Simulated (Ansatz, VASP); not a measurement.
# Ba: VASP beside Ansatz

```
Ba
1.0
    -2.51045    2.51045    2.51045
     2.51045   -2.51045    2.51045
     2.51045    2.51045   -2.51045
Ba
1
Cartesian
  0.0000 0.0000 0.0000
```

Alike in both runs: task single point; functional PBE; k mesh 14 × 14 × 14; occupations fermi-dirac, width 0.05 eV; no spin polarisation.

|  | VASP | Ansatz |
| --- | --- | --- |
| version | VASP 6.6.1 | Ansatz 0.2.0 |
| potentials or method | VASP PAW PBE potentials, release 64 (Ba_sv), cutoff 520 eV | all-electron LAPW, non-relativistic |

Ansatz gave:

| Property | Result |
| --- | --- |
| pressure (GPa) | -0.2 |

Q: Estimate VASP's values.

A: Pressure (GPa): 0.0.

Ansatz ran all-electron here, so the differences hold the error of VASP's frozen core and of both bases.

The runs have no spin-orbit coupling, so splittings on Ba are missing.
